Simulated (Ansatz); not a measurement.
The system is BaF2 (Frankdicksonite).

```
Ba F
1.0
     0.00000    3.10005    3.10005
     3.10005    0.00000    3.10005
     3.10005    3.10005    0.00000
Ba F
1 2
Direct
  0.00000 0.00000 0.00000
  0.75000 0.75000 0.75000
  0.25000 0.25000 0.25000
```

Program: Ansatz 0.2.0. Alike in all runs: task band structure; potentials or basis Ansatz PAW; no spin polarisation; cell as given; k mesh 8 × 8 × 8; cutoff (eV) 420; smearing fermi-dirac 0.05 eV.

Order these runs on this cell by their pressure, lowest first.
A. level LDA
B. level PBEsol
C. level RPBE

A (-4.6 GPa), B (-1.8 GPa), C (4.1 GPa).

Caveats: the PAW data sets come from PBE, with cores solved anew for the run's functional, which leaves a small shift of forces and pressure.

Runs at the PBE level aren't shown here.
